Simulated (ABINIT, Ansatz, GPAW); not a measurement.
## The band gap of Te2Mo, sorted by core time

**What was measured.** The band gap of Te2Mo (P6_3/mmc) is reported as 0.88 eV at 300 K (arxiv:1407.1219). The runs below try to reproduce it.

```
Te Mo
1.0
     3.51820    0.00000    0.00000
    -1.75910    3.04685    0.00000
     0.00000    0.00000   13.97360
Te Mo
4 2
Direct
  0.66667 0.33333 0.37900
  0.33333 0.66667 0.87900
  0.66667 0.33333 0.12100
  0.33333 0.66667 0.62100
  0.66667 0.33333 0.75000
  0.33333 0.66667 0.25000
```

```csv
rung,level,program and potentials,cutoff (eV),k mesh,smearing,task,core time,chip,band gap (eV),miss (eV),notes
G0W0,G0W0 on HSE06,"Ansatz, Ansatz PAW",420,6 × 6 × 2,fixed,G0W0 quasiparticle levels,96 s,AMD EPYC 7R13 Zen 3,1.15,+0.27,"bands, basis or mesh of the many-body step not converged; potentials made for PBE, which Ansatz adapts in part; 15.33 valence electrons an atom on average; response cutoff 100 eV, bands 340"
G0W0,G0W0 on PBE,"Ansatz, Ansatz PAW",420,6 × 6 × 2,fixed,G0W0 quasiparticle levels,1.8 min,AMD EPYC 7R13 Zen 3,1.01,+0.13,"bands, basis or mesh of the many-body step not converged; 15.33 valence electrons an atom on average; response cutoff 170 eV, bands 753"
GGA + U (6.2 eV),"PBE+U (Mo d U = 6.2 eV, fll (the default))","Ansatz, Ansatz PAW",420,9 × 9 × 2,fermi-dirac 0.05,band structure,2.2 min,Intel Xeon Skylake/Cascade Lake,0.62,-0.26,15.33 valence electrons an atom on average; from the band path
LDA,LDA,"GPAW, PAW data sets generated for this functional",600,5 × 5 × 2,fermi-dirac 0.05,band structure,2.8 min,Intel Xeon Platinum 8488C Sapphire Rapids,0.68,-0.20,coarse mesh; 8.67 valence electrons an atom on average
meta-GGA + U (7 eV),"r2SCAN+U (Mo d U = 7 eV, fll (the default))","Ansatz, Ansatz PAW",500,9 × 9 × 2,fermi-dirac 0.05,band structure,5 min,Arm Neoverse V1,0.29,-0.59,"potentials made for PBE, which Ansatz adapts in part; 15.33 valence electrons an atom on average; from the band path"
GGA + U (4 eV),PBE+U (Mo d U = 4 eV),"GPAW, GPAW PAW data sets (gpaw-data 1.2.1)",600,5 × 5 × 2,fermi-dirac 0.05,band structure,5.6 min,Arm Neoverse V2,0.69,-0.19,coarse mesh; 8.67 valence electrons an atom on average
GGA,PBE,"ABINIT, JTH PAW PBE v2.0",408,9 × 9 × 2,fermi-dirac 0.05,band structure,12 min,AMD EPYC 7R43 Zen 3,0.66,-0.22,8.67 valence electrons an atom on average; from the band path
```

Times are single runs on shared hosts and different chips, so they are rough; meshes, cutoffs and the tasks' sizes weigh on the time. All rows: no spin polarisation. Gaps are the least found on the k mesh or the band path, and a mesh can miss the band edges. Smearing widths are in eV. The cell comes from a database and isn't always the measured one. Meshes differ between rows, which moves values too. All levels ran on this one cell, unrelaxed unless noted. Meshes are those of the run's cell of 6 atoms unless a note names another. Misses use the values as printed. Runs on faulty files, with rough fits or with known faults for this quantity aren't shown. No row holds spin-orbit coupling.

By rung: GGA + U (6.2 eV) 0.62; GGA 0.66; meta-GGA + U (7 eV) 0.29; LDA on coarse meshes 0.68; GGA + U (4 eV) on coarse meshes 0.69; G0W0 on coarse settings 1.01 to 1.15 (eV). Measured: 0.88 eV at 300 K (arxiv:1407.1219). Closest, coarse meshes and atomic bases left aside, is PBE (-0.22 eV). LDA and GGA gaps fall short mostly because these functionals lack the derivative discontinuity; the runs are for a static lattice, while measurements hold temperature and zero-point motion; rows without SOC leave out spin-orbit coupling, which moves the band edges where heavy atoms are present.
